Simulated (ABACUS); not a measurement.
Crystal: Li.

```xyz
1
Lattice="0.0000 2.2020 2.2020 2.2020 0.0000 2.2020 2.2020 2.2020 0.0000" Properties=species:S:1:pos:R:3 pbc="T T T"
Li    0.0000    0.0000    0.0000
```

This isn't the form of Li at room conditions, which is bcc.

| Property | Result |
| --- | --- |
| Program | ABACUS 3.10.1 |
| Task | single point |
| Functional | PBE |
| Potentials or basis | PseudoDojo NC SR 0.4.1 PBE standard |
| Cutoff | 1007 eV |
| Density cutoff | 4027 eV |
| Basis | plane waves |
| k mesh | 10 × 10 × 10 |
| Occupations | fermi-dirac, width 0.05 eV |
| Spin | no spin polarisation |

On this cell: pressure -0.7 GPa; band gap on the k mesh none (metal or under the smearing width).

The same run follows on a disturbed copy (cell strained at random at fixed volume):

```
Li
1.0
    -0.02939    2.18954    2.16794
     2.24417   -0.07957    2.21812
     2.15233    2.14788    0.01227
Li
1
Direct
  0.99760 0.00530 0.00297
```

Task: What changes?

Result: The energy (extrapolated to zero smearing) moves by +2.7 meV/atom; pressure -0.7 GPa; band gap on the k mesh none (metal or under the smearing width).

Stress tensor (GPa, compression positive):
```
-0.68  0.56 -0.28
 0.56 -0.68  0.23
-0.28  0.23 -0.73
```
